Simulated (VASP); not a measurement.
# SnSe2 (P-3m1) in VASP: a series of runs

One crystal, SnSe2, is run at these levels: LDA; tasks: equation of state.

All numbers are computed with VASP 6.6.1; they aren't measurements. Logs are shortened: lines on timing, memory, paths and dates and some standing lists are left out, and cuts for length are marked.

## Step 1: The crystal as given

It takes space group P-3m1 (No. 164, trigonal). Conventional cell: a = 3.806 Å, b = 3.806 Å, c = 5.881 Å, α = 90.00°, β = 90.00°, γ = 120.00°. Around Sn (site symmetry -3m) lie 6 Se at 2.70 Å. Se (site symmetry 3m) is surrounded by 3 Sn at 2.70 Å.

## Step 2: Equation of state, LDA, 23.61 Å³/atom (a relaxed cell with its volume scaled by 0.96)

INCAR

```
  PREC = Accurate
  ENCUT = 520
  EDIFF = 1E-6
  ISMEAR = 0
  SIGMA = 0.02
  LREAL = F
  LASPH = T
  NELM = 60
  ALGO = Normal
  ISIF = 2
  LWAVE = F
  LCHARG = F
  GGA = CA
```

KPOINTS

```
regular mesh
0
Gamma
  8 8 4
```

POSCAR

```
SnSe2                                   
1.0
    3.7545351504      0.0000000000     -0.0000000000
   -1.8772675752      3.2515228196      0.0000000000
    0.0000000000     -0.0000000000      5.8011570388
  Sn              Se            
     1     2
Direct
     0.0000000000000000    1.0000000000000000    0.0000000000000000
     0.6666666667000030    0.3333333332999970    0.7318330812176390
     0.3333333332999970    0.6666666667000030    0.2681669187823613
```

Potentials or basis: VASP PAW LDA potentials, release 64 (Sn_d, Se).

Launch:

```console
cat potpaw_LDA.64/Sn_d/POTCAR potpaw_LDA.64/Se/POTCAR > POTCAR
mpirun -np 1 vasp_std > vasp.out
```

OUTCAR:

```text
PREC = Accurate
   ENCUT = 520
   EDIFF = 1E-6
   ISMEAR = 0
   LREAL = F
   LASPH = T
   NELM = 60
   ISIF = 2
   GGA = CA

 ion  position               nearest neighbor table
   1  0.000  0.000  0.000-   2 2.67   3 2.67   3 2.67   2 2.67   2 2.67   3 2.67
   2  0.667  0.333  0.732-   1 2.67   1 2.67   1 2.67
   3  0.333  0.667  0.268-   1 2.67   1 2.67   1 2.67

  LATTYP: Found a hexagonal cell.
 ALAT       =     3.7545351504
 C/A-ratio  =     1.5451065995

  Lattice vectors:

 A1 = (   3.7545351504,   0.0000000000,   0.0000000000)
 A2 = (  -1.8772675752,   3.2515228196,   0.0000000000)
 A3 = (   0.0000000000,   0.0000000000,   5.8011570388)

Analysis of symmetry for initial positions (statically):
=====================================================================
 Subroutine PRICEL returns:
 Original cell was already a primitive cell.

 Routine SETGRP: Setting up the symmetry group for a
 hexagonal supercell.

 Subroutine GETGRP returns: Found 12 space group operations
 (whereof 12 operations were pure point group operations)
 out of a pool of 24 trial point group operations.

The static configuration has the point symmetry D_3d.

Analysis of symmetry for dynamics (positions and initial velocities):
=====================================================================
 Subroutine PRICEL returns:
 Original cell was already a primitive cell.

 Routine SETGRP: Setting up the symmetry group for a
 hexagonal supercell.

 Subroutine GETGRP returns: Found 12 space group operations
 (whereof 12 operations were pure point group operations)
 out of a pool of 24 trial point group operations.

The dynamic configuration has the point symmetry D_3d.

 Subroutine INISYM returns: Found 12 space group operations
 (whereof 12 operations are pure point group operations),
 and found     1 'primitive' translations

----------------------------------------------------------------------------------------

                                     Primitive cell

  volume of cell :      70.8203

  direct lattice vectors                    reciprocal lattice vectors
     3.754535150  0.000000000  0.000000000     0.266344557  0.153774101  0.000000000
[... 83 lines left out ...]
   LNONCOLLINEAR =      F non collinear calculations
   LSORBIT =      F    spin-orbit coupling
   LASPH  =      T    aspherical Exc in radial PAW
   ENCUT  =  520.0 eV  38.22 Ry    6.18 a.u.   6.98  6.98 10.79*2*pi/ulx,y,z
   NELM   =     60;   NELMIN=  2; NELMDL= -5     # of ELM steps
   EDIFF  = 0.1E-05   stopping-criterion for ELM
   LREAL  =      F    real-space projection
   EDIFFG = 0.1E-04   stopping-criterion for IOM
   NSW    =      0    number of steps for IOM
   IBRION =     -1    ionic relax: 0-MD 1-quasi-New 2-CG
   NFREE  =      0    steps in history (QN), initial steepest desc. (CG)
   ISIF   =      2    stress and relaxation
   ISYM   =      2    0-nonsym 1-usesym 2-fastsym
   POTIM  = 0.5000    time-step for ionic-motion
   TEBEG  =    0.0;   TEEND  =   0.0 temperature during run
   PSTRESS=    0.0 pullay stress
   NELECT =      26.0000    total number of electrons
   NUPDOWN=      -1.0000    fix difference up-down
   EMIN   =  10.00;   EMAX   =-10.00  energy-range for DOS
   EFERMI =   0.00;   METHOD = LEGACY
   ISMEAR =     0;   SIGMA  =   0.02  broadening in eV -4-tet -1-fermi 0-gaus
   EFERMI_NEDOS =   21; number of points for ismear=-14 and -15
   IALGO  =     38    algorithm
   IMIX   =      4    mixing-type and parameters
     AMIX     =   0.40;   BMIX     =  1.00
     AMIX_MAG =   1.60;   BMIX_MAG =  1.00
  volume/ion in A,a.u.               =      23.61       159.31
  Fermi-wavevector in a.u.,A,eV,Ry     =   1.172232  2.215196 18.696131  1.374127
  Thomas-Fermi vector in A             =   2.308663
   LORBIT       =      0    0 simple, 1 ext, 2 COOP (PROOUT), +10 PAW based schemes
   GGA     = CA    functional components
   LHFCALC =     F    Hartree Fock is set to
   AEXX    =    0.0000 exact exchange contribution
   IVDW    =     0    specifies the selected vdW correction
   LEPSILON=     F    determine dielectric tensor
   LRPA    =     F    only Hartree local field effects (RPA)
 non-spin polarized calculation
 Gauss-broadening in eV      SIGMA  =   0.02
  energy-cutoff  :      520.00
  volume of cell :       70.82
 maximum number of plane-waves:      1920
   NGX = 13   NGY = 13   NGZ = 21

 number of electron      25.9999994 magnetization

 Free energy of the ion-electron system (eV)
  ---------------------------------------------------
  ext. energy  EPLUGINS =         0.00000000
  ---------------------------------------------------
  free energy    TOTEN  =       -13.76291044 eV

  energy without entropy =      -13.76291044  energy(sigma->0) =      -13.76291044

 E-fermi :   5.4481     XC(G=0): -10.2431

 val. band max:        5.3631346492   @ k =   0.1250   0.0000   0.0000
 cond. band min:       5.7960212074   @ k =   0.0000   0.3750   0.2500
 fundamental gap:      0.4328865582
 Fermi energy:         5.4481171712

 k-point     1 :       0.0000    0.0000    0.0000
  band No.  band energies     occupation
      1     -16.1359      2.00000
      2     -16.1359      2.00000
      3     -16.0878      2.00000
      4     -16.0717      2.00000
      5     -16.0717      2.00000
      6      -9.2584      2.00000
[... 457 lines left out ...]
      4     -16.0663      2.00000
      5     -16.0441      2.00000
      6      -7.4774      2.00000
[... 9 lines left out ...]
     16      10.8877      0.00000
     17      11.8137      0.00000

 [... further k-points ...]

------------------------ aborting loop because EDIFF is reached ----------------------------------------

  FORCE on cell =-STRESS in cart. coord.  units (eV):
  Direction    XX          YY          ZZ          XY          YZ          ZX
  --------------------------------------------------------------------------------------
  -------------------------------------------------------------------------------------
  Total        1.4517652      1.4517652      1.5330018     -0.0000000      0.0000000     -0.0000000
  in kB       32.8434940     32.8434940     34.6813217     -0.0000000      0.0000000     -0.0000000
  external PRESSURE =      33.4561033 kB  Pullay stress =       0.0000000 kB

 VOLUME and BASIS-vectors are now :
 -----------------------------------------------------------------------------
  energy-cutoff  :      520.00
  volume of cell :       70.82
      direct lattice vectors                 reciprocal lattice vectors
     3.754535150  0.000000000  0.000000000     0.266344557  0.153774101  0.000000000
    -1.877267575  3.251522820  0.000000000     0.000000000  0.307548203  0.000000000
     0.000000000  0.000000000  5.801157039     0.000000000  0.000000000  0.172379405

 POSITION                                       TOTAL-FORCE (eV/Angst)
 -----------------------------------------------------------------------------------
      0.00000      0.00000      0.00000        -0.000000      0.000000      0.000000
      1.87727      1.08384      4.24548         0.000000      0.000000     -0.354244
     -0.00000      2.16768      1.55568        -0.000000     -0.000000      0.354244
 -----------------------------------------------------------------------------------
    total drift:                                0.000000     -0.000000     -0.000000

  FREE ENERGIE OF THE ION-ELECTRON SYSTEM (eV)
  ---------------------------------------------------
  free  energy   TOTEN  =       -13.7629104447 eV

  energy  without entropy=      -13.7629104447  energy(sigma->0) =      -13.76291044
```

OSZICAR:

```text
N       E                     dE             d eps       ncg     rms          rms(c)
DAV:   1     0.193712620061E+03    0.19371E+03   -0.12654E+04  1199   0.178E+03
DAV:   2     0.696788597281E+01   -0.18674E+03   -0.18369E+03  1281   0.398E+02
DAV:   3    -0.133513662690E+02   -0.20319E+02   -0.19446E+02  1541   0.118E+02
DAV:   4    -0.140435445532E+02   -0.69218E+00   -0.69122E+00  1480   0.220E+01
DAV:   5    -0.140582928589E+02   -0.14748E-01   -0.14744E-01  1759   0.332E+00    0.564E+00
DAV:   6    -0.138015682420E+02    0.25672E+00   -0.55708E-01  1764   0.850E+00    0.361E+00
DAV:   7    -0.137661811705E+02    0.35387E-01   -0.15650E-01  1546   0.278E+00    0.941E-01
DAV:   8    -0.137631567167E+02    0.30245E-02   -0.11073E-02  1487   0.115E+00    0.275E-01
DAV:   9    -0.137629098279E+02    0.24689E-03   -0.11528E-03  1357   0.255E-01    0.776E-02
DAV:  10    -0.137629088445E+02    0.98338E-06   -0.96246E-05  1641   0.761E-02    0.260E-02
DAV:  11    -0.137629105969E+02   -0.17523E-05   -0.12051E-05  1350   0.219E-02    0.462E-03
DAV:  12    -0.137629104447E+02    0.15217E-06   -0.69585E-07   947   0.650E-03
   1 F= -.13762910E+02 E0= -.13762910E+02  d E =-.381196E-11
```

stdout:

```text
POSCAR found type information on POSCAR SnSe
 POSCAR found :  2 types and       3 ions
 scaLAPACK will be used
 LDA part: xc-table for (Slater(with rela. corr.)+CA(PZ))
 , standard interpolation
 POSCAR, INCAR and KPOINTS ok, starting setup
 FFT: planning ... GRIDC
 FFT: planning ... GRID_SOFT
 FFT: planning ... GRID
 WAVECAR not read
 entering main loop
```

Run time: 24 s. Hardware: 1 thread of Intel Xeon Platinum 8488C (Sapphire Rapids), shared host; peak memory 0.19 GiB.

What came out:

```
Free energy            : -13.7629 eV
Pressure               : 3.3 GPa
Largest force          : 0.354 eV/Å
Band gap on the k mesh : 0.43 eV, indirect (least direct gap 0.82 eV)
```

Caveat: spin-orbit coupling is left out, which moves the levels of the heavy elements.

## Step 3: Equation of state, LDA, 24.10 Å³/atom (a relaxed cell with its volume scaled by 0.98)

INCAR is that of step 2.

KPOINTS is that of step 2.

POSCAR

```
SnSe2                                   
1.0
    3.7804293145      0.0000000000     -0.0000000000
   -1.8902146572      3.2739478235      0.0000000000
    0.0000000000     -0.0000000000      5.8411662827
  Sn              Se            
     1     2
Direct
     0.0000000000000000    1.0000000000000000    0.0000000000000000
     0.6666666667000030    0.3333333332999970    0.7318330812176390
     0.3333333332999970    0.6666666667000030    0.2681669187823613
```

Potentials or basis: VASP PAW LDA potentials, release 64 (Sn_d, Se).

Launch:

```console
cat potpaw_LDA.64/Sn_d/POTCAR potpaw_LDA.64/Se/POTCAR > POTCAR
mpirun -np 1 vasp_std > vasp.out
```

It took 23 s on 1 thread of Intel Xeon Platinum 8488C (Sapphire Rapids), shared host; peak memory 0.18 GiB.

The run converged. Its results:

```
Free energy            : -13.7856 eV
Pressure               : 1.6 GPa
Largest force          : 0.174 eV/Å
Band gap on the k mesh : 0.42 eV, indirect (least direct gap 0.73 eV)
```

Caveat: spin-orbit coupling is left out, which moves the levels of the heavy elements.

## Step 4: Equation of state, LDA, 24.59 Å³/atom

INCAR is that of step 3.

KPOINTS is that of step 3.

POSCAR

```
SnSe2                                   
1.0
    3.8059735307      0.0000000000     -0.0000000000
   -1.9029867653      3.2960697637      0.0000000000
    0.0000000000     -0.0000000000      5.8806348197
  Sn              Se            
     1     2
Direct
     0.0000000000000000    1.0000000000000000    0.0000000000000000
     0.6666666667000030    0.3333333332999970    0.7318330812176390
     0.3333333332999970    0.6666666667000030    0.2681669187823613
```

Launch:

```console
cat potpaw_LDA.64/Sn_d/POTCAR potpaw_LDA.64/Se/POTCAR > POTCAR
mpirun -np 1 vasp_std > vasp.out
```

Wall time 24 s (1 thread of Intel Xeon Platinum 8488C (Sapphire Rapids), shared host); peak memory 0.18 GiB.

It converged, with:

```
Free energy            : -13.7929 eV
Pressure               : 0.0 GPa
Largest force          : 0.008 eV/Å
Band gap on the k mesh : 0.40 eV, indirect (least direct gap 0.66 eV)
```

Caveat: spin-orbit coupling is left out, which moves the levels of the heavy elements.

## Step 5: Equation of state, LDA, 25.08 Å³/atom (a relaxed cell with its volume scaled by 1.02)

INCAR is that of step 4.

KPOINTS is that of step 4.

POSCAR

```
SnSe2                                   
1.0
    3.8311793879      0.0000000000     -0.0000000000
   -1.9155896940      3.3178986764      0.0000000000
    0.0000000000     -0.0000000000      5.9195805561
  Sn              Se            
     1     2
Direct
     0.0000000000000000    1.0000000000000000    0.0000000000000000
     0.6666666667000030    0.3333333332999970    0.7318330812176390
     0.3333333332999970    0.6666666667000030    0.2681669187823613
```

Launch:

```console
cat potpaw_LDA.64/Sn_d/POTCAR potpaw_LDA.64/Se/POTCAR > POTCAR
mpirun -np 1 vasp_std > vasp.out
```

Run time: 27 s. Hardware: 1 thread of Intel Xeon Platinum 8488C (Sapphire Rapids), shared host; peak memory 0.18 GiB.

It converged, with:

```yaml
Free_energy: -13.7864 eV
Pressure: -1.4 GPa
Largest_force: 0.144 eV/Å
Band_gap_on_the_k_mesh: 0.39 eV, indirect (least direct gap 0.58 eV)
```

Caveat: spin-orbit coupling is left out, which moves the levels of the heavy elements.

## Step 6: Equation of state, LDA, 25.57 Å³/atom (a relaxed cell with its volume scaled by 1.04)

INCAR is that of step 5.

KPOINTS is that of step 5.

POSCAR

```
SnSe2                                   
1.0
    3.8560578733      0.0000000000     -0.0000000000
   -1.9280289366      3.3394440767      0.0000000000
    0.0000000000     -0.0000000000      5.9580204680
  Sn              Se            
     1     2
Direct
     0.0000000000000000    1.0000000000000000    0.0000000000000000
     0.6666666667000030    0.3333333332999970    0.7318330812176390
     0.3333333332999970    0.6666666667000030    0.2681669187823613
```

Potentials or basis: VASP PAW LDA potentials, release 64 (Sn_d, Se).

Launch:

```console
cat potpaw_LDA.64/Sn_d/POTCAR potpaw_LDA.64/Se/POTCAR > POTCAR
mpirun -np 1 vasp_std > vasp.out
```

Wall time 30 s (1 thread of Intel Xeon Platinum 8488C (Sapphire Rapids), shared host); peak memory 0.19 GiB.

The run converged. Its results:

- Free energy: -13.7678 eV
- Pressure: -2.7 GPa
- Largest force: 0.284 eV/Å
- Band gap on the k mesh: 0.37 eV, indirect (least direct gap 0.52 eV)

Caveat: spin-orbit coupling is left out, which moves the levels of the heavy elements.

## Step 7: Equation of state, LDA

Potentials or basis: VASP PAW LDA potentials, release 64 (Sn_d, Se).

This step only gathers the single runs of the series.

Results:

```yaml
Equilibrium_volume: 24.60 Å³/atom
Bulk_modulus_at_fixed_shape_and_positions: 74 GPa
Pressure_derivative_of_the_bulk_modulus: "4.7 (rough: it moves with the points fitted)"
```

Energy against volume, from the lowest point:
```
volume (Å³/atom)  energy (meV/atom)
          23.607               9.99
          24.099               2.43
          24.590               0.00
          25.082               2.15
          25.574               8.38
```

Caveat: the cell was scaled at fixed shape and fractional positions, which overstates the stiffness of a crystal with free parameters, most of all of layers and chains.
